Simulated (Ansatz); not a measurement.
A single-point calculation of MoS2 (started from an entry of an open crystallographic database) with Ansatz, at the level HSE06. The cell was relaxed with r2SCAN+rVV10 and then strained (uniaxial +5.12 % along z, other directions held), with the atoms relaxed again with r2SCAN+rVV10; k points keep the names of the unstrained zone.

Input (YAML):
```yaml
crystal:
  lattice:
    - [1.5875903418, 0.9165957112, 6.5110572184]
    - [-1.5875903418, 0.9165957112, 6.5110572184]
    - [0.0, -1.8331914224, 6.5110572184]
  atoms:
    - { symbol: Mo, position: [0.0001053484, 0.0001053484, 0.0001053484] }
    - { symbol: S, position: [0.2536871627, 0.2536871627, 0.2536871627] }
    - { symbol: S, position: [0.4132074889, 0.4132074889, 0.4132074889] }
kpoints:
  mp_grid: { grid: [6, 6, 6] }
  band_path:
    path:
      - [0.0, 0.0, 0.0]
      - [-0.5, -0.5, -0.5]
      - [-0.5, -0.1812659677, -0.8187340323]
      - [-0.1812659677, 0.1812659677, -0.5]
      - [0.0, 0.0, -0.5]
      - [0.0, 0.3406329838, -0.3406329838]
      - [-0.3406329838, 0.0, -0.6593670162]
      - [-0.5, 0.0, -0.5]
      - [-0.1631393709, 0.1631393709, -0.5]
      - [-0.21875, 0.111979, 0.445313]
    npoints: 1
hamiltonian:
  xc: hse06
scf:
  occupations: { method: fixed }
  n_extra_bands: 4
output:
  forces: true
  stress: true
  eigenvalues: true
```

Command: `ansatz run input.yaml --threads 4 --pin off --max-ram 4608MiB --backend cpu --events-out ev --progress --plain --runs-dir out`.

Q: It ran on 4 threads of Intel(R) Xeon(R) Processor @ 2.50GHz (Skylake/Cascade Lake), with other jobs on the host, load about 0.9 per core. About how long did it take, and how much host memory at the peak?

A: About 5.2 min, with a peak of 2 GiB.

The log, with set-up remarks and timings taken out:
```
Functional definition: HSE06
Crystal: 3 atoms, lattice volume = 56.849 Å³
Basis set: ecut = 420 eV, 1131 PW (Γ), FFT grids on a1−a3, a2−a3, a3
Bands: 17, of which v1, the nominal top of the filled ones, is band 13 counted from 1 (12 counted from 0)
Symmetry: 6 space group operations
Space group: R3m (ITA 160)
k-points: 32 of 216 (time reversal used)
[warm-up without exact exchange]
SCF iter   1: HF=-6762.794363 eV  Δρ=5.38e-3  dr2=5.02e-3
SCF iter   2: HF=-6762.800199 eV  Δρ=3.37e-3  dr2=7.77e-3
SCF iter   3: HF=-6762.801438 eV  Δρ=2.83e-3  dr2=8.53e-3
SCF iter   4: HF=-6762.800924 eV  Δρ=1.24e-3  dr2=2.22e-4
SCF iter   5: HF=-6762.801378 eV  Δρ=1.78e-4  dr2=1.56e-5
SCF 1 stopped early in 5 iterations: F = -6762.801374 eV  dr2 = 1.56e-5
[exact exchange on]
Exchange kernel: α = 0.2500, screened, ω = 0.2079 Å⁻¹, Wigner–Seitz truncation, v(0) = 1044.4313 eV·Å³, q-mesh 6×6×6
SCF iter   1: HF=-6765.839187 eV  Δρ=1.16e-2  dr2=1.60e-1
SCF iter   2: HF=-6765.879642 eV  Δρ=1.56e-2  dr2=4.52e-1
SCF iter   3: HF=-6765.810299 eV  Δρ=3.62e-3  dr2=1.05e-2
SCF iter   4: HF=-6765.815340 eV  Δρ=1.72e-3  dr2=2.19e-3
SCF iter   5: HF=-6765.814884 eV  Δρ=4.76e-4  dr2=1.15e-4
SCF iter   6: HF=-6765.815215 eV  Δρ=3.75e-4  dr2=2.17e-4
SCF iter   7: HF=-6765.815178 eV  Δρ=2.11e-5  dr2=7.77e-7
SCF 2 stopped early in 7 iterations: F = -6765.815178 eV  dr2 = 7.77e-7
hybrid outer 1: dexx = +8.776e-3 eV, tail = 1.21e-5 eV
SCF iter   1: HF=-6765.815134 eV  Δρ=4.11e-5  dr2=9.06e-7
SCF iter   2: HF=-6765.815134 eV  Δρ=1.89e-5  dr2=3.36e-7
SCF iter   3: HF=-6765.815134 eV  Δρ=1.25e-5  dr2=3.67e-8
SCF iter   4: HF=-6765.815134 eV  Δρ=4.01e-6  dr2=8.96e-9
SCF iter   5: HF=-6765.815134 eV  Δρ=8.54e-7  dr2=8.08e-10
SCF iter   6: HF=-6765.815134 eV  Δρ=8.66e-7  dr2=5.95e-10
SCF 3 converged in 6 iterations: F = -6765.815134 eV  dr2 = 5.95e-10
hybrid outer 2: dexx = +2.221e-7 eV, tail = 7.75e-9 eV, Δε = 1.23e-3 eV, ΔF = 1.69e-3 eV/Å
Free energy (F): -6765.815134 eV
Fermi energy:    9.408600 eV
--- Forces (eV/Å), atoms counted from 1 ---
  atom   1  Mo      0.00000      0.00000      0.00165
  atom   2  S       0.00000      0.00000      0.40683
  atom   3  S       0.00000      0.00000    -0.40844
--- Stress (GPa, compression-positive) ---
       -3.088254       0.000000       0.000000
        0.000000      -3.088254       0.000000
        0.000000       0.000000      -2.755346
  P = ⅓ Tr σ = -2.9773 GPa (-29.773 kbar)
```

Levels at the listed points, from bands.tsv (eV from the Fermi energy, bands near the gap, counted from 0):
```tsv
# k_distance	band_8	band_9	band_10	band_11	band_12	band_13	band_14	band_15	band_16
# fermi_ev = 9.408600
# [0, 0, 0] at k_distance = 0.000000
# [-0.5, -0.5, -0.5] at k_distance = 0.482501
# [-0.5, -0.1812659677, -0.8187340323] at k_distance = 1.743951
# [-0.1812659677, 0.1812659677, -0.5] at k_distance = 2.080826
# [0, 0, -0.5] at k_distance = 2.798220
# [0, 0.3406329838, -0.3406329838] at k_distance = 3.491653
# [-0.3406329838, 0, -0.6593670162] at k_distance = 3.817190
# [-0.5, 0, -0.5] at k_distance = 4.447914
# [-0.1631393709, 0.1631393709, -0.5] at k_distance = 5.133744
# [-0.21875, 0.111979, 0.445313] at k_distance = 7.431644
# levels_relative_to = fermi_ev
0.000	-3.549	-2.219	-2.219	-1.685	-0.954	2.991	2.991	3.308	3.308
0.483	-3.556	-3.391	-2.203	-2.203	0.000	3.043	3.043	3.233	3.233
1.744	-5.048	-4.629	-3.893	-3.006	-0.530	1.690	3.316	3.920	5.370
2.081	-5.048	-4.629	-3.893	-3.006	-0.530	1.690	3.316	3.920	5.370
2.798	-5.298	-4.140	-2.548	-1.649	-1.369	2.429	2.915	4.438	4.648
3.492	-5.098	-4.639	-3.842	-3.044	-0.511	1.661	3.314	3.917	5.384
3.817	-5.098	-4.639	-3.842	-3.044	-0.511	1.661	3.314	3.917	5.384
4.448	-5.086	-4.101	-2.944	-1.745	-1.242	2.402	3.015	4.065	4.904
5.134	-5.125	-4.619	-3.810	-3.056	-0.510	1.652	3.304	3.891	5.402
7.432	-5.122	-4.628	-3.815	-3.055	-0.508	1.651	3.305	3.896	5.403
```
In order the rows are Γ, T, H₂, H₀, L, S₀, S₂, F, (-0.163, 0.163, -1/2), (-0.219, 0.112, 0.445).

HSE06 gives an indirect gap of 1.65 eV, from T to k = (-0.219, 0.112, 0.445); the least direct gap is 2.16 eV at k = (1/6, -1/2, -1/6). The gap is the least over the mesh and the extra points. With the atoms held, the mean pressure is -3.0 GPa (compression positive). (The program warns that its thresholds are loose for a hybrid's stress.) The largest force is 0.41 eV/Å.

(Simulation; spin polarisation is off.)

Spin-orbit coupling is left out.
